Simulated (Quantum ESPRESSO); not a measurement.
Crystal: SiC (Moissanite).

```
CELL_PARAMETERS angstrom
3.07600 0.00000 0.00000
-1.53800 2.66389 0.00000
0.00000 0.00000 5.04800
ATOMIC_POSITIONS crystal
Si 0.66667 0.33333 0.50000
Si 0.33333 0.66667 0.00000
C 0.66667 0.33333 0.88500
C 0.33333 0.66667 0.38500
```

Base run:

- Program: Quantum ESPRESSO 7.5
- Functional: PBE
- Potentials or basis: PseudoDojo 0.4.1 SR PBE standard
- Cutoff: 1116 eV
- Density cutoff: 4463 eV
- k mesh: 6 × 6 × 3
- Occupations: fermi-dirac, width 0.05 eV
- Spin: no spin polarisation

Its results: band gap on the k mesh 2.33 eV, indirect (least direct gap 4.08 eV); pressure 3.7 GPa; largest force 0.757 eV/Å.

**Question.** The run is repeated on the same cell with these changes: functional from PBE to LDA; potentials or basis from PseudoDojo 0.4.1 SR PBE standard to PseudoDojo 0.4.1 SR LDA standard. What comes out?

**Answer.** Band gap on the k mesh 2.22 eV, indirect (least direct gap 3.99 eV); pressure -4.5 GPa; largest force 0.727 eV/Å.

Caveats: the Wannier minimisation didn't converge (some runs).
